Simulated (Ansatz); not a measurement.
CoSn2: strain energy, fitted

CoSn2, I4/mcm, a = 6.280 Å, c = 5.398 Å. The structure is a COD entry; whether it is the stable form wasn't checked. Ansatz: PBEsol, PAW, 420 eV, Γ-centred 6×6×8 mesh on 12 atoms, Gaussian smearing 0.10 eV; no spin polarisation. Series: uniaxial strain along c, with a, b and atoms relaxed; x is the strain in per cent. y is the free energy over the unstrained cell, V0 = 17.737 Å³/atom.

| x (%) | y (meV/atom) |
| --- | --- |
| -4.0 | ? |
| -2.0 | 4.74 |
| 0.0 | 0.00 |
| 2.0 | 3.34 |
| 4.0 | 13.41 |

Question: Fit y = c2 x² + c3 x³ to the other rows, turn c2 into a modulus, and predict the missing energy.

Answer: Least squares on the rows shown. y = 1.0448 x² − 0.052744 x³. In eV per unit strain² c2 is 10.45; this is Young's modulus along the axis (E = ½ Y V0 ε²): 2 × 10.45 × 160.2 / (17.737) = 189 GPa. The unstrained cell keeps some stress along the strain, worth a slope of -0.19 meV/atom per %, which the form leaves out. At x = -4.0 the fit asked for gives 20.09 meV/atom. The run gave 19.06 meV/atom, so the fit is 1.03 meV/atom too high, 5.4 % of the span of the series, against an rms of 0.26 meV/atom on the fitted rows. The row lies outside the fitted range. With a term in x⁴ added, a fit to the same known rows (none to spare) predicts 24.61 meV/atom, further off still.

Spin polarisation was left out, and a magnetic state may lie lower.